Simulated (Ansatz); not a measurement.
Crystal: V.

```xyz
1
Lattice="-1.5144 1.5144 1.5144 1.5144 -1.5144 1.5144 1.5144 1.5144 -1.5144" Properties=species:S:1:pos:R:3 pbc="T T T"
V     0.0000    0.0000    0.0000
```

- Program: Ansatz 0.2.0
- Task: relaxation of cell and atoms
- Functional: HSE06
- Potentials or basis: Ansatz PAW
- Cutoff: 420 eV (not typed: the program's choice for these potentials)
- k mesh: 6 × 6 × 6
- Occupations: fermi-dirac, width 0.05 eV
- Spin: collinear spin, ferromagnetic start
- Starting moments: [2.0] μB

At the start: volume 13.89 Å³/atom.

Q: Where does the relaxation end?

A: It ends after 5 steps and the volume is 13.30 Å³/atom (-4.3 %); space group Im-3m (No. 229, to 0.05 Å); moment 0.78 μB per cell.

Step by step:
```tsv
step	energy change (eV)	largest force (eV/Å)	volume (Å³)
1	0.0000	0.0000	13.89
2	-0.0148	0.0000	13.21
3	-0.0151	0.0000	13.31
4	-0.0151	0.0000	13.30
5	-0.0145	0.0000	13.30
```

Final structure:
```xyz
1
Lattice="-1.4925 1.4925 1.4925 1.4925 -1.4925 1.4925 1.4925 1.4925 -1.4925" Properties=species:S:1:pos:R:3 pbc="T T T"
V     0.0000    0.0000    0.0000
```

Caveat: the k mesh is coarse (spacing up to 0.49 Å⁻¹), so the values aren't converged, least of all with exact exchange; the magnetic or orbital state may not be the lowest; the plane-wave basis is chosen anew once the cell has moved, so the energies of steps on either side of that aren't comparable; the PAW data sets come from PBE, with cores solved anew for the run's functional, which leaves a small shift of forces and pressure.
